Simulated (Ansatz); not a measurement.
# MnO (P4/nmm) in Ansatz: reference runs

Aim: a first look at MnO with PBE, on the cell as given and on a disturbed one.

All numbers are computed with Ansatz 0.2.0; they aren't measurements. Logs are shortened: lines on timing, memory, paths and dates and some standing lists are left out, and cuts for length are marked.

**1. Starting point**

The structure is tetragonal, space group P4/nmm (No. 129). The conventional cell has a = 3.325 Å, b = 3.325 Å, c = 4.868 Å, α = 90.00°, β = 90.00°, γ = 90.00°. Around Mn (site symmetry -4m2) lie 4 O at 2.11 Å and 4 Mn at 2.35 Å. Around O (site symmetry 4mm) lie 4 Mn at 2.11 Å.

The cell was built by a generator and needn't be a form met in nature.

**2. Single point, PBE, collinear spin, ferromagnetic start**

File input.yaml:

```yaml
crystal:
  lattice:
    - [3.32457979, 0.0, 0.0]
    - [0.0, 3.32457979, 0.0]
    - [0.0, 0.0, 4.86781975]
  atoms:
    - { symbol: Mn, position: [0.0, 0.0, 0.0], spin: 4.0 }
    - { symbol: Mn, position: [0.5, 0.5, 0.0], spin: 4.0 }
    - { symbol: O, position: [0.5, 0.0, 0.267] }
    - { symbol: O, position: [0.0, 0.5, 0.733] }
hamiltonian:
  xc: pbe
  pseudopotentials: { kind: paw }
magnetization:
  spin_polarized: true
kpoints:
  mp_grid: { grid: [8, 8, 6] }
scf:
  occupations: { method: fermi_dirac, width: 0.05 }
output:
  forces: true
  stress: true
  eigenvalues: true
  write_density: true
  write_potential: true
  elf: true
  volumetric_format: npy
```

Potentials or basis: Ansatz PAW.

Launch:

```console
$ ansatz run input.yaml --threads 2 --pin off --max-ram 5120MiB --backend cpu --events-out ev --progress --plain --runs-dir out
```

The program printed:

```text
Warning: RAYON_NUM_THREADS=2 ignored (pool sized by the plan → 2); use --threads N
Engine: ansatz 0.2.0, aarch64-unknown-linux-gnu
Pseudopotentials: kind: paw
Pseudopotential: Mn, paw, valence charge 15, recommended cutoff 420 eV (normal), Mn.paw.azcp
Pseudopotential: O, paw, valence charge 6, recommended cutoff 420 eV (normal), O.paw.azcp
Functional definition: PBE
  parameter kappa = 0.804
  parameter beta = 0.06672455060314922
  exchange = pbe_x(kappa = kappa, mu = beta*pi^2/3)
  correlation = pbe_c(beta = beta)
Crystal: 4 atoms, lattice volume = 53.803 Å³
Basis set: ecut = 420 eV, 1057 PW (Γ), exchange–correlation on 48×48×72 points (8 copies of the dense FFT grid, shifted against one another)
Bands: 30, of which v1, the nominal top of the filled ones, is band 21 counted from 1 (20 counted from 0)
Symmetry: 16 space group operations
Space group: P4/nmm (ITA 129), of the structure as read, at distance tolerance 3.8e-5 Å
Magnetic group: BNS 129.411 (UNI 1071), of the structure as read, at distance tolerance 3.8e-5 Å
k-points: 60 of 384
Non-local potential: Mn, projectors of the file, l = 0: 3, l = 1: 2, l = 2: 3, l = 3: 1
Non-local potential: O, projectors of the file, l = 0: 2, l = 1: 2, l = 2: 1
PAW form: soft (Blöchl's): semilocal exchange-correlation on the pseudo side does not see the compensation charge
PAW one-centre angular grid: Mn, 590 points (default); XC on 64 Gauss nodes
PAW one-centre angular grid: O, 110 points (default); XC on 64 Gauss nodes
Initial density: superposition of atomic densities (chi_scale 0.1, normalization cell, long waves kept (reshape's long-wave potential 0.27 eV rms))
Starting moments: Σ|m| = 8 μB on 2 of 4 sites
Initial wavefunctions: pseudopotential atomic-orbital guess
Functional: x = pbe(κ = 0.804, μ = 0.2195149727645171), c = pbe(β = 0.06672455060314922)
SCF iter   1: F=—  HF=-8930.559624 eV  |F-HF|=—  |Δ(HF+E_count)|=         —  Δρ=2.26e-1 (↑1.20e-1 ↓2.26e-1)  dr2=5.29e1  dr2_m=7.56e0  M=3.348 μB ∫|m|=4.407 μB  β_m=0.30  ethr=3.10e-3  ⟨swp⟩=6.2  Hψ=14747  notcnv=0
Mixer restart at iter 1: flushing history
preconditioner: auto → Kerker (q_TF=auto, 2.618 Å⁻¹)  [metal: Δε(μ)=0.003 eV  Ē_g=8.921 eV  σ=0.050 eV  W_gap=0.02  n_scr=16 (ndim 8)  ℏωp=25.8 eV  f_vac=0.102  D(μ)=2.83/eV (n_scr^D=28)]
spin=Collinear: Kerker preconditioning applied to the charge; magnetization (m = ρ↑ − ρ↓) channel mixes plain (no charge-response kernel on spin).
[... 37 lines left out ...]
SCF 3 converged in 2 iterations: F = -8930.639440 eV  dr2 = 1.10e-10
WARN: the starting moments were not kept: 1 of 2 ended reversed and 1 kept their direction, counting a site from 0.1 of the cell's largest site moment. The largest reversed, site 0 (counted from 0, in the order of the report's site_moments_mub), started with +4.0 μB and closes at -3.1e0 μB in its sphere. The net magnetisation is 9.5e-9 μB in size, at most 0.1 of the 8 μB that the starting moments add up to as vectors. The SCF closed on another magnetic arrangement than the starting moments describe; that does not show which of the two is lower. This SCF took its magnetisation from a saved state (the deck's checkpoint.read, a session's seed or a resume), or from the single point or search that the run made first, and not from the starting moments. Where the run's atoms have moved since that state, how it is taken is a key of its own (checkpoint.density_extrapolation: follow_atoms, where typed, takes the whole of its magnetisation to them with its atoms, but for some exceptions; the density_extrapolation keyword of a session's seed is the same key). To be rid of a resumed run's state, run its deck in a fresh run directory. To be rid of the state of a single point that the run made first, give starting moments in the input or, where a deck that gives them still makes one, type scf.lower_state_search: off. To try another start, run it without that state.
SCF converged after 2 iterations
Magnetization: -0.0000 μB (21.0000 up, 21.0000 down)
Absolute magnetization: 7.0088 μB (∫|ρ↑−ρ↓|, with the PAW one-centre terms)
Spin contamination: 3.2539 ħ² per cell (⟨S²⟩ above its minimum at these occupations)
Per-site moments (μB) at R_I (Å): [(-3.0578033464076526, 0.8704090404381173), (3.057802869112816, 0.8704090404381173), (6.614441936680822e-8, 0.8704090404381173), (6.614441946488829e-8, 0.8704090404381173)]
Free energy (F): -8930.639440 eV
Harris-Foulkes:  -8930.639440 eV  (|F-HF|=1.04e-10)
Internal energy: -8930.639251 eV  (E = F + TS)
E sigma→0 (E₀):  -8930.639345 eV
Entropy (-TS):   -0.000189 eV (-0.047 meV/atom)
Fermi energy:    8.811293 eV
--- Per-component energies (eV) ---
  E_band       = -679.577462
  E_kinetic    = 950.513154
  E_local      = -6456.160435  (includes V_loc(G=0)·N_el)
  E_nonlocal   = 588.765053
  E_hartree    = 2693.238768
  E_xc         = -371.365579
  E_vxc        = -474.449598  (∫ρ·V_xc dr)
  E_paw        = -2920.104343  (= ΣΔE_a)
  E_vpaw       = -674.727620  (= ΣTr[D̂ρ^β])
  E_aug_tail   = 0.004618  (compensation charges beyond the density's cutoff)
  E_ewald      = -3415.530488
  E_smearing   = -0.000189  (= −TS)
  E_closure    = 0.000000  (closes the sum)
  Σ components = -8930.639440   (vs F -8930.639440, Δ=0.00e0)
--- Forces (eV/Å), atoms counted from 1 ---
  atom   1  Mn    -0.00000000     0.00000000     0.00000000
  atom   2  Mn     0.00000000     0.00000000     0.00000000
  atom   3  O      0.00000000     0.00000000    -2.99706982
  atom   4  O     -0.00000000     0.00000000     2.99706982
  max |Σ_I F_I| component: 0.00e0 eV/Å
--- Stress (GPa, compression-positive) ---
        5.649662       0.000000       0.000000
        0.000000       5.649662       0.000000
        0.000000       0.000000     -23.107641
  P = ⅓ Tr σ = -3.9361 GPa (-39.361 kbar)
--- Band table (eV; the first three rows and the last of 120) ---
  k-point 0 ↑: bands = ["-72.5811", "-68.8970", "-41.3679", "-41.3508", "-41.3508", "-37.7927", "-37.7927", "-37.5852", "-10.0005", "-9.4789", "2.5128", "3.1723", "3.7465", "3.7465", "4.8204", "4.9879", "4.9879", "6.9311", "7.8624", "8.5294", "8.5294", "8.9461", "10.2262", "10.3534", "11.1199", "11.1199", "11.2342", "15.0015", "19.5937", "19.5937"]
  k-point 1 ↑: bands = ["-72.5811", "-68.8970", "-41.3679", "-41.3508", "-41.3508", "-37.7927", "-37.7927", "-37.5852", "-9.9694", "-9.5101", "2.5246", "3.0988", "3.7135", "3.7135", "4.8206", "5.0335", "5.0335", "6.9393", "7.7551", "8.5225", "8.5225", "9.2612", "10.2486", "10.4015", "11.1173", "11.1173", "11.2342", "14.6638", "19.5768", "19.5768"]
  k-point 2 ↑: bands = ["-72.5811", "-68.8970", "-41.3679", "-41.3508", "-41.3508", "-37.7927", "-37.7927", "-37.5852", "-9.8884", "-9.5911", "2.5757", "2.9271", "3.6534", "3.6534", "4.8209", "5.1197", "5.1197", "6.9358", "7.6724", "8.5088", "8.5088", "9.7169", "10.3935", "10.5398", "11.1119", "11.1119", "11.2343", "13.9512", "19.5445", "19.5445"]
  k-point 59 ↓: bands = ["-72.5766", "-68.8972", "-41.3832", "-41.3832", "-41.3621", "-37.7997", "-37.7997", "-37.5810", "-9.4405", "-9.4405", "3.0995", "3.4054", "4.2650", "4.5061", "4.8265", "4.8265", "5.7531", "6.1974", "6.1974", "6.4835", "7.0358", "9.8931", "9.8931", "10.2414", "10.4018", "11.0761", "15.1955", "15.1955", "18.5718", "19.1235"]
```

rho_z.tsv:

```text
# z_ang	rho[e/angstrom^3]	rho_spin[e/angstrom^3]
# format = ansatz-planar-average/11
# lattice	3.324579790	0.000000000	0.000000000
# lattice	0.000000000	3.324579790	0.000000000
# lattice	0.000000000	0.000000000	4.867819750
# sites	4
# site	25	0.000000000	0.000000000	0.000000000
# site	25	1.662289895	1.662289895	0.000000000
# site	8	1.662289895	0.000000000	1.299707873
# site	8	0.000000000	1.662289895	3.568111877
0.000000	3.124548e0	-6.875111e-8
0.135217	2.844060e0	-6.428128e-8
0.270434	2.160768e0	-6.164456e-8
0.405652	1.411800e0	-6.871633e-8
0.540869	8.585976e-1	-7.091654e-8
0.676086	5.706403e-1	-5.313639e-8
[... 28 lines left out ...]
4.597385	2.160768e0	-6.164456e-8
4.732603	2.844060e0	-6.428128e-8
```

v_z.tsv:

```text
# z_ang	v_es[eV]	v_tot_up[eV]	v_tot_dn[eV]
# format = ansatz-planar-average/11
# xc	pbe
# density_cutoff_ev	1680
# datasets	Mn=:simpson_from_first_knot:soft	O=:simpson_from_first_knot:soft
# lattice	3.324579790	0.000000000	0.000000000
# lattice	0.000000000	3.324579790	0.000000000
# lattice	0.000000000	0.000000000	4.867819750
# sites	4
# site	25	0.000000000	0.000000000	0.000000000
# site	25	1.662289895	1.662289895	0.000000000
# site	8	1.662289895	0.000000000	1.299707873
# site	8	0.000000000	1.662289895	3.568111877
0.000000	-1.153394e1	-2.669397e1	-2.669398e1
0.135217	-1.093834e1	-2.589394e1	-2.589394e1
0.270434	-9.129600e0	-2.353256e1	-2.353256e1
0.405652	-6.249280e0	-1.985217e1	-1.985217e1
0.540869	-2.571862e0	-1.531007e1	-1.531007e1
0.676086	7.914759e-1	-1.115190e1	-1.115190e1
[... 28 lines left out ...]
4.597385	-9.129600e0	-2.353256e1	-2.353256e1
4.732603	-1.093834e1	-2.589394e1	-2.589394e1
```

Run time: 2 min. Hardware: 2 threads of Arm Neoverse N1, shared host; peak memory 0.76 GiB.

Results:

| Quantity | Value |
| --- | --- |
| Free energy | -8930.6394 eV |
| Pressure | -3.9 GPa |
| Largest force | 2.997 eV/Å |
| Band gap on the k mesh | 0.42 eV, direct |
| Net moment | 0.00 μB per cell |
| Absolute moment | 7.01 μB per cell |
| Site moments | Mn -3.06, +3.06; O +0.00 μB |

Forces in eV/Å, atoms in the order of the input:
```
Mn   0.000  0.000  0.000
Mn   0.000  0.000  0.000
O    0.000  0.000 -2.997
O    0.000  0.000  2.997
```

Stress tensor (GPa, compression positive):
```
  5.65   0.00   0.00
  0.00   5.65   0.00
  0.00   0.00 -23.11
```

Levels at points of the mesh, in eV from the valence-band top:
Spin up:
```
              k point  band 19  band 20  band 21  band 22  band 23  band 24
   (0.00, 0.00, 0.00)    -0.67     0.00     0.00     0.42     1.70     1.82
  (0.00, 0.00, -0.50)    -0.87    -0.03    -0.03     1.32     1.93     2.23
  (0.00, -0.50, 0.00)    -1.79    -1.45    -0.97     1.08     1.28     1.85
 (0.00, -0.50, -0.50)    -1.78    -1.24    -0.93     1.09     1.25     2.02
 (-0.50, -0.50, 0.00)    -2.09    -2.09    -1.31     1.33     1.33     1.78
(-0.50, -0.50, -0.50)    -2.33    -2.05    -1.49     1.36     1.36     1.71
```
Spin down:
```tsv
k point	band 19	band 20	band 21	band 22	band 23	band 24
(0.00, 0.00, 0.00)	-0.67	0.00	0.00	0.42	1.70	1.82
(0.00, 0.00, -0.50)	-0.87	-0.03	-0.03	1.32	1.93	2.23
(0.00, -0.50, 0.00)	-1.79	-1.45	-0.97	1.08	1.28	1.85
(0.00, -0.50, -0.50)	-1.78	-1.24	-0.93	1.09	1.25	2.02
(-0.50, -0.50, 0.00)	-2.09	-2.09	-1.31	1.33	1.33	1.78
(-0.50, -0.50, -0.50)	-2.33	-2.05	-1.49	1.36	1.36	1.71
```

Caveat: the pressure holds a Pulay correction of +0.5 GPa for the finite cutoff; forces of over 1 eV/Å show positions far from the minimum, so gaps and moduli don't describe the material at rest; the starting moments weren't kept.

(Continued in part 2 of 2.)
